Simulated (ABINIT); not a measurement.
Set up this calculation in ABINIT 10.8.3 (patched build), as the native input.

```
Task                : equation of state
Functional          : LDA
Potentials or basis : JTH PAW LDA v2.0
Cutoff              : 272 eV
k mesh              : 11 × 11 × 6
Occupations         : fermi-dirac, width 0.05 eV
Spin                : no spin polarisation
Fine-grid cutoff    : 544.228 eV
```

Crystal: Ru.

```
CELL_PARAMETERS angstrom
2.70580 0.00000 0.00000
-1.35290 2.34329 0.00000
0.00000 0.00000 4.28190
ATOMIC_POSITIONS crystal
Ru 0.66667 0.33333 0.75000
Ru 0.33333 0.66667 0.25000
```

The input as run:

run.abi

```
ndtset 7
getwfk -1
scalecart1 3*0.9795861087
scalecart2 3*0.9864848297
scalecart3 3*0.9932883884
scalecart4 3*1.0000000000
scalecart5 3*1.0066227096
scalecart6 3*1.0131594038
scalecart7 3*1.0196128224

pp_dirpath "./"
pseudos "Ru.LDA_PW-JTH.xml"

acell 2.7058 2.7058 4.2819 Angstrom
rprim
     1.0000000000     0.0000000000     0.0000000000
    -0.5000000000     0.8660254038     0.0000000000
     0.0000000000     0.0000000000     1.0000000000
ntypat 1
znucl 44
natom 2
typat 1 1
xred
     0.6666666667     0.3333333333     0.7500000000
     0.3333333333     0.6666666667     0.2500000000

ecut 272.113862 eV
pawecutdg 20.0

kptopt 1
ngkpt 11 11 6
nshiftk 1
shiftk 0.0 0.0 0.0

ixc 7

nband 20
occopt 3
tsmear 0.00183747

nstep 100
tolvrs 1.0e-9

iomode 3
prtwf 1
prtden 0
prteig 0
prtebands 0
```

Potentials or basis: JTH PAW LDA v2.0.

Command:

```bash
$ abinit run.abi > log 2>&1
```

Results of the run:

```json
{
 "Equilibrium volume": "13.08 Å³/atom (rough: see the caveat)",
 "Bulk modulus at fixed shape and positions": "402 GPa (rough)"
}
```

Caveat: the cutoff is too short for stress, so the log's stress isn't used; pressures at fixed basis lie under the slope of the energies; the fit is doubtful: noisy points or a state that changes with volume; the cell was scaled at fixed shape and fractional positions, which overstates the stiffness of a crystal with free parameters, most of all of layers and chains.

Run time: 37 s on 1 thread of Intel(R) Xeon(R) 6975P-C (Granite Rapids), on a shared host, peak memory 0.11 GiB.
